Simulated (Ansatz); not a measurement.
Write the native input for Ansatz 0.2.0 that does the following.

```
Task                : single point
Functional          : r2SCAN50
Potentials or basis : Ansatz PAW
Cutoff              : 500 eV (not typed: the program's choice for these potentials)
k mesh              : 6 × 6 × 6
Occupations         : fermi-dirac, width 0.05 eV
Spin                : no spin polarisation
```

The system is Si.

```xyz
1
Lattice="2.6205 0.0000 0.0000 -1.3103 2.2695 0.0000 0.0000 0.0000 2.4664" Properties=species:S:1:pos:R:3 pbc="T T T"
Si    0.0000    0.0000    0.0000
```

This isn't the form of Si at room conditions, which is diamond.

These files were run (other wordings do the same):

input.yaml

```yaml
crystal:
  lattice:
    - [2.6205428149, 0.0, 0.0]
    - [-1.3102714075, 2.2694566494, 0.0]
    - [0.0, 0.0, 2.46635439]
  atoms:
    - { symbol: Si, position: [0.0, 0.0, 0.0] }
hamiltonian:
  xc: r2scan50
  pseudopotentials: { kind: paw }
kpoints:
  mp_grid: { grid: [6, 6, 6] }
scf:
  occupations: { method: fermi_dirac, width: 0.05 }
output:
  forces: true
  stress: true
  eigenvalues: true
```

Potentials or basis: Ansatz PAW.

Run with:

```bash
$ ansatz run input.yaml --threads 2 --pin off --max-ram 5632MiB --backend cpu --events-out ev --progress --plain --runs-dir out
```

Results of the run:

```yaml
Pressure: 0.8 GPa
```

Caveat: the k mesh is coarse (spacing up to 0.46 Å⁻¹), so the values aren't converged, least of all with exact exchange; the PAW data sets come from PBE, with cores solved anew for the run's functional, which leaves a small shift of forces and pressure; the thresholds are loose for stress.

It took 4.6 s on 2 threads of Arm Neoverse V2, on a shared host, peak memory 0.48 GiB.
